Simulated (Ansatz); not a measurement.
# Si2W: the cost of one run

Program: Ansatz 0.2.0. Level of theory: DFT PBE, scalar-relativistic, plane waves, PAW. These are calculated values, not measurements.

1 further run of the same task is left out (it didn't finish).

### Step 1. The starting structure

The structure is cubic, space group Fm-3m (No. 225). The conventional cell has a = 5.890 Å, b = 5.890 Å, c = 5.890 Å, α = 90.00°, β = 90.00°, γ = 90.00°. Si (site symmetry -43m) has 4 W at 2.55 Å as nearest neighbours. W (site symmetry m-3m) has 8 Si at 2.55 Å as nearest neighbours.

As a file:

```
Si W
1.0
     0.00000    2.94514    2.94514
     2.94514    0.00000    2.94514
     2.94514    2.94514    0.00000
Si W
2 1
Direct
  0.25000 0.25000 0.25000
  0.75000 0.75000 0.75000
  0.00000 0.00000 0.00000
```

The cell was relaxed beforehand at this level, from a generated guess; it needn't be the stable form of this composition. At a tolerance of 0.05 Å it has space group Fm-3m (No. 225); it has 17.03 Å³/atom, an uncorrected energy of +0.52 eV/atom over the elements.

### Step 2. Static run: bands, density of states and charges

The input, input.yaml:

```yaml
crystal:
  lattice:
    - [0.0, 2.9451353155, 2.9451353155]
    - [2.9451353155, 0.0, 2.9451353155]
    - [2.9451353155, 2.9451353155, 0.0]
  atoms:
    - { symbol: Si, position: [0.25, 0.25, 0.25] }
    - { symbol: Si, position: [0.75, 0.75, 0.75] }
    - { symbol: W, position: [0.0, 0.0, 0.0] }
basis:
  ecutwfc: 420
kpoints:
  mp_grid: { grid: [14, 14, 14] }
  band_path:
    path:
      - [[0.0, 0.0, 0.0], [0.5, 0.0, 0.5], [0.625, 0.25, 0.625]]
      - [[0.375, 0.375, 0.75], [0.0, 0.0, 0.0], [0.5, 0.5, 0.5], [0.5, 0.25, 0.75], [0.5, 0.0, 0.5]]
    npoints: 14
hamiltonian:
  xc: pbe
scf:
  occupations: { method: gaussian, width: 0.1 }
  n_extra_bands: 7
output:
  forces: true
  stress: true
  eigenvalues: true
  populations: true
  dos: { projected: true, de: 0.02, nscf_kmesh: { grid: [17, 17, 17] } }
  bader: true
  write_density: true
  write_potential: true
  elf: true
  volumetric_format: npy
```

On the command line:

```console
> ansatz run input.yaml --threads 1 --pin off --max-ram 2048MiB --backend cpu --events-out ev --progress --plain --runs-dir out
```

Q: Estimate wall time and peak memory on 1 thread of Intel Xeon 6975P-C (Granite Rapids), shared host.

About 29 s, with a peak of 0.43 GiB.
